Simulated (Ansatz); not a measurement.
MgO (CsCl type), relaxed with r2SCAN in Ansatz: space group Pm-3m (No. 221), cubic; a = 2.623 Å in the conventional setting, 9.03 Å³ an atom. Around Mg lie 8 O at 2.27 Å; around O lie 8 Mg at 2.27 Å. The cell was then strained (x, y and z are the cube axes), with the atoms relaxed again; stress is positive in compression. The calculation is spin-unpolarised, and the structure need not be a phase that has been made.

- Uniaxial -0.44 % along x, other directions held: r2SCAN's stress changes by +2.78 GPa along the strain and -0.33 GPa across it.
- Isotropic +1.23 % on every length: the pressure changes by -5.38 GPa, and the HSE06 gap (M → Γ) goes from 4.196 to 3.825 eV.
- Epitaxial strain of -0.85 % in the (001) plane: the free normal strain is -0.19 % and the in-plane stress changes by +4.72 GPa.
- Uniaxial strain of -1.11 % along [111], atoms relaxed: the xy stress changes by -0.433 GPa.

Q: Estimate C₁₁, C₁₂ and the bulk modulus from the uniaxial step.

A: With compression positive, C₁₁ ≈ −Δσ∥/ε = (-2.78)/(-0.0044) = 632 GPa and C₁₂ ≈ (+0.33)/(-0.0044) = -75 GPa; B = (C₁₁ + 2C₁₂)/3 = 161 GPa. A one-sided step carries third-order terms: it reads high by some per cent.

Q: What bulk modulus does the isotropic step give?

A: Δ ln V = 3 ln(1.0123) = +0.0367, so B ≈ −ΔP/Δ ln V = 147 GPa, against 161 GPa from C₁₁ and C₁₂; one-sided steps of finite size carry third-order terms.

Q: Give the volume deformation potential of that gap and its pressure coefficient.

A: a_V = ΔE_g/Δ ln V = (-0.371)/(+0.0367) = -10.12 eV; dE_g/dP = −a_V/B = +69 meV/GPa, with HSE06's gap and r2SCAN's modulus.

Q: What do the film's normal strain and stress say about the elastic constants?

A: ε⊥/ε∥ = (-0.0019)/(-0.0085) = 0.22, which linear elasticity sets to −2C₁₂/C₁₁ = 0.24 from the uniaxial step. The biaxial modulus is M = −Δσ/ε∥ = 555 GPa (C₁₁ + C₁₂ − 2C₁₂²/C₁₁ = 539 GPa).

Q: How much elastic energy does the film store, with 9.03 Å³ an atom?

A: u = M ε∥² = −Δσ ε∥ = -4.72 × (-0.0085) = 0.0401 GPa, and 1 GPa Å³ is 6.2415 meV: 2.26 meV an atom. The total energies of the two runs differ by 2.22 meV an atom.

Q: Estimate C₄₄.

A: A strain ε along [111] has ε_xy = ε/3 = -0.00370, an engineering shear of 2ε/3, so C₄₄ ≈ −Δσ_xy/(2ε/3) = -59 GPa. It is negative, so this structure is mechanically unstable against that shear.

Where an edge lies off the special points, it is a point of the mesh or the k point where a search put PBE's edge or least direct gap, reused for the other functionals, whose own edges may lie a little apart.

The meshes of the hybrids are coarse, so their gaps aren't converged to the digits shown.
